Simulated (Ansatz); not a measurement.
CsI:
```
CELL_PARAMETERS angstrom
      4.66643     0.00000     0.00000
      0.00000     4.66643     0.00000
      0.00000     0.00000     4.66643
ATOMIC_POSITIONS crystal
  Cs 0.00000 0.00000 0.00000
  I  0.50000 0.50000 0.50000
```

Relaxed with PBE. Special points in fractions of this cell's reciprocal vectors: Γ (0.000, 0.000, 0.000); X (0.000, 0.500, 0.000); M (0.500, 0.500, 0.000); R (0.500, 0.500, 0.500).

### Question
List the band energies nearest the valence-band maximum at these points for PBE in the plane-wave PAW code Ansatz.

### Answer
In eV from the valence-band maximum; about four levels below and three above (degenerate sets whole), none deeper than 8.9 eV; points with the same levels are listed once.

| k | below | above |
|---|---|---|
| Γ | -7.17 -7.17 -7.17 -0.09 -0.09 -0.09 | 3.69 4.28 4.28 |
| X | -7.12 -7.12 -1.40 -0.20 -0.20 | 5.22 6.23 6.45 |
| M | -7.09 -0.81 -0.81 0.00 | 4.26 4.90 6.09 6.09 |
| R | -7.38 -7.38 -7.38 -1.15 -1.15 -1.15 | 6.98 6.98 6.98 |

Space group Pm-3m (CsCl type). Symmetry was held in the PBE relaxation. Scalar-relativistic: spin–orbit coupling is off unless named, which matters more the heavier the elements.

Potentials: the later of the program's two PAW sets.
